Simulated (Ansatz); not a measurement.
# MnS (F-43m): how the settings move a single-point run

Aim: see which settings change the result for MnS (F-43m), by how much, and at what cost.

Method: reference: DFT PBE, spin-orbit coupling, plane waves, PAW, in Ansatz 0.2.0.

1 further run of the same task is left out (set aside as unsound or not needed). Runs told in other sessions of the task aren't counted.

### Step 1. Starting point

It takes space group F-43m (No. 216, cubic). Conventional cell: a = 5.645 Å, b = 5.645 Å, c = 5.645 Å, α = 90.00°, β = 90.00°, γ = 90.00°. Mn (site symmetry -43m) has 4 S at 2.44 Å in its first shell of neighbours. Around S (site symmetry -43m) lie 4 Mn at 2.44 Å.

Coordinates:

```cif
data_structure
_symmetry_space_group_name_H-M 'P 1'
_symmetry_Int_Tables_number 1
_cell_length_a 3.9914
_cell_length_b 3.9914
_cell_length_c 3.9914
_cell_angle_alpha 60.000
_cell_angle_beta 60.000
_cell_angle_gamma 60.000
_cell_volume 44.96
loop_
_atom_site_label
_atom_site_type_symbol
_atom_site_fract_x
_atom_site_fract_y
_atom_site_fract_z
_atom_site_occupancy
Mn1 Mn 0.00000 0.00000 0.00000 1
S1 S 0.75000 0.75000 0.75000 1
```

### Step 2. The reference run

input.yaml

```yaml
crystal:
  lattice:
    - [0.0, 2.8223364285, 2.8223364285]
    - [2.8223364285, 0.0, 2.8223364285]
    - [2.8223364285, 2.8223364285, 0.0]
  atoms:
    - { symbol: Mn, position: [0.0, 0.0, 0.0], spin: 4.52, spin_axis: [0.0, 0.0, 1.0] }
    - { symbol: S, position: [0.75, 0.75, 0.75] }
basis:
  ecutwfc: 420
  ecutrho_ratio: 4
kpoints:
  mp_grid: { grid: [10, 10, 10] }
hamiltonian:
  xc: pbe
scf:
  occupations: { method: gaussian, width: 0.05 }
output:
  forces: true
  stress: true
  eigenvalues: true
  populations: true
magnetization:
  noncollinear: true
  spin_orbit: true
```

Run with:

```bash
$ ansatz run input.yaml --threads 4 --pin off --max-ram 7168MiB --backend cpu --events-out ev --progress --plain --runs-dir out
```

### Step 3. Variant: occupations.method methfessel_paxton, occupations.width 0.01, preconditioner local_kerker

input.yaml

```yaml
crystal:
  lattice:
    - [0.0, 2.8223364285, 2.8223364285]
    - [2.8223364285, 0.0, 2.8223364285]
    - [2.8223364285, 2.8223364285, 0.0]
  atoms:
    - { symbol: Mn, position: [0.0, 0.0, 0.0], spin: 5.0, spin_axis: [0.0, 0.0, 1.0] }
    - { symbol: S, position: [0.75, 0.75, 0.75] }
basis:
  ecutwfc: 420
  ecutrho_ratio: 4
kpoints:
  mp_grid: { grid: [10, 10, 10] }
hamiltonian:
  xc: pbe
scf:
  occupations: { method: methfessel_paxton, width: 0.01 }
  mixing: { preconditioner: local_kerker }
output:
  forces: true
  stress: true
  write_density: true
  write_potential: true
  elf: true
  volumetric_format: npy
magnetization:
  noncollinear: true
  spin_orbit: true
```

### Step 4. Changing settings: eigensolver.kind davidson, scf.algorithm density_mixing

input.yaml

```yaml
crystal:
  lattice:
    - [0.0, 2.8223364285, 2.8223364285]
    - [2.8223364285, 0.0, 2.8223364285]
    - [2.8223364285, 2.8223364285, 0.0]
  atoms:
    - { symbol: Mn, position: [0.0, 0.0, 0.0], spin: 5.0, spin_axis: [0.0, 0.0, 1.0] }
    - { symbol: S, position: [0.75, 0.75, 0.75] }
basis:
  ecutwfc: 420
  ecutrho_ratio: 4
kpoints:
  mp_grid: { grid: [10, 10, 10] }
hamiltonian:
  xc: pbe
scf:
  occupations: { method: gaussian, width: 0.05 }
  eigensolver: { kind: davidson }
  algorithm: density_mixing
output:
  forces: true
  stress: true
magnetization:
  noncollinear: true
  spin_orbit: true
```

### Step 5. Variant: ecutwfc 200 eV

input.yaml, as its differences from that of step 2:

```diff
@@ -6,6 +6,6 @@
   atoms:
-    - { symbol: Mn, position: [0.0, 0.0, 0.0], spin: 4.52, spin_axis: [0.0, 0.0, 1.0] }
+    - { symbol: Mn, position: [0.0, 0.0, 0.0], spin: 5.0, spin_axis: [0.0, 0.0, 1.0] }
     - { symbol: S, position: [0.75, 0.75, 0.75] }
 basis:
-  ecutwfc: 420
+  ecutwfc: "200 eV"
   ecutrho_ratio: 4
@@ -20,4 +20,6 @@
   stress: true
-  eigenvalues: true
-  populations: true
+  write_density: true
+  write_potential: true
+  elf: true
+  volumetric_format: npy
 magnetization:
```

Q: Predict the outcome of this session. Wanted: for each run, ending; energy change; pressure; gap; abs. moment; force.

**Answer**, as computed:

| run | ending | energy change | pressure (GPa) | gap (eV) | abs. moment (μB) | force (eV/Å) | cycles | time |
| --- | --- | --- | --- | --- | --- | --- | --- | --- |
| reference | converged | 0 | 0.0 | 0.00 | 4.97 | 0.00 | 11 | 17 s |
| 1: occupations.method methfessel_paxton, occupations.width 0.01, preconditioner local_kerker | converged | 0.0 meV/atom (σ→0) | 0.2 | 0.00 | 4.99 | 0.00 | 10 | 17 s |
| 2: eigensolver.kind davidson, scf.algorithm density_mixing | converged | 0.0 meV/atom | 0.0 | 0.00 | 4.97 | 0.00 | 12 | 18 s |
| 3: ecutwfc 200 eV | converged | +4.40 eV/atom | 0.7 | 0.00 | 4.99 | 0.00 | 12 | 7.8 s |

Times don't compare one to one where runs were asked for different outputs or read a saved state (see the inputs); cycles may leave out searches for a lower state.

Residual by cycle in the longest SCF loop of each run; runs are numbered as in the table. The quantity is the density residual dr2, in eV.

| cycle | reference | run 1 | run 2 | run 3 |
| --- | --- | --- | --- | --- |
| 1 | 7.03 | 5.48 | 5.28 | 1.28 |
| 2 | 0.376 | 0.412 | 0.633 | 0.874 |
| 3 | 0.211 | 0.146 | 0.183 | 0.108 |
| 4 | 0.0108 | 0.00862 | 0.0219 | 0.0563 |
| 5 | 0.00926 | 0.00301 | 0.00726 | 0.0224 |
| 6 | 0.00449 | 0.00163 | 0.00521 | 0.0161 |
| 7 | 9.6e-4 | 3.0e-5 | 0.00129 | 0.00263 |
| 8 | 7.1e-5 | 6.4e-6 | 3.6e-4 | 8.7e-4 |
| 9 | 2.0e-5 | 1.9e-7 | 6.3e-5 | 2.9e-5 |
| 10 | 1.0e-6 | 2.2e-8 | 5.0e-6 | 9.8e-7 |
| 11 | 9.0e-8 | - | 1.1e-7 | 8.6e-8 |
| 12 | - | - | 2.0e-8 | 2.1e-8 |

**Reading.** Run 3 ran under the cutoff that the potentials recommend, as the log warns, so basis error is mixed into its values.
